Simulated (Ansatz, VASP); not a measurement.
**SnSe: VASP beside Ansatz**

```
Sn Se
1.0
     4.13822    0.00000    0.00000
    -2.06911    3.58380    0.00000
     0.00000    0.00000    7.48409
Sn Se
2 2
Direct
  0.00000 0.00000 0.00000
  0.00000 0.00000 0.50000
  0.33333 0.66667 0.25000
  0.66667 0.33333 0.75000
```

The cell was built by a generator and needn't be a form met in nature.

Alike in both runs: task single point; functional PBE; k mesh 6 × 6 × 2; occupations fermi-dirac, width 0.02 eV; no spin polarisation.

|  | VASP | Ansatz |
| --- | --- | --- |
| version | VASP 6.6.1 | Ansatz 0.2.0 |
| potentials or method | VASP PAW PBE potentials, release 64 (Sn_d, Se) | plane waves, PAW |
| plane-wave cutoff (eV) | 520 | 420 |
| valence electrons in the cell | 40 | 60 |

VASP gave:

* pressure (GPa): 0.9
* largest component of the traceless stress (GPa): 0.51

Q: Which values does Ansatz return?

A: Pressure (GPa): 0.9; largest component of the traceless stress (GPa): 0.52.

With one functional, cell and mesh, what is left measures potentials, basis and numerics. The two sets of potentials don't hold the same shells in valence.

Caveats: the k mesh is coarse (spacing up to 0.42 Å⁻¹), so the values aren't converged.
